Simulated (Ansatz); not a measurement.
# Ge: which structure is lowest?

These are results of DFT, BLYP, plane waves (420 eV) with PAW, scalar-relativistic in Ansatz 0.2.0, not measurements. (PAW data from PBE, frozen cores regenerated.)

Each structure is relaxed within its own symmetry, so a high-lying one may be dynamically unstable.

```csv
structure,ΔE (meV/atom),V (Å³/atom),cell,magnetic state
diamond,0,25.59,a = 5.894 Å,spin not included
ST12,207,23.63,"a = 6.160 Å, c = 7.470 Å (c/a = 1.213)",spin not included
simple cubic,358,21.89,a = 2.797 Å,spin not included
beta-Sn type,381,21.30,"a = 5.344 Å, c = 2.984 Å (c/a = 0.558)",spin not included
fcc,502,21.83,a = 4.436 Å,spin not included
omega (AlB2-type),505,21.59,"a = 5.070 Å, c = 2.909 Å (c/a = 0.574)",spin not included
dhcp,505,21.79,"a = 3.123 Å, c = 10.320 Å (c/a = 3.305)",spin not included
hcp,520,21.56,"a = 3.181 Å, c = 4.920 Å (c/a = 1.547)",spin not included
bcc,522,21.55,a = 3.506 Å,spin not included
A15,550,22.09,a = 5.612 Å,spin not included
```

ΔE counts from diamond.

Differences under about 8 meV lie within the error of the k-point mesh.
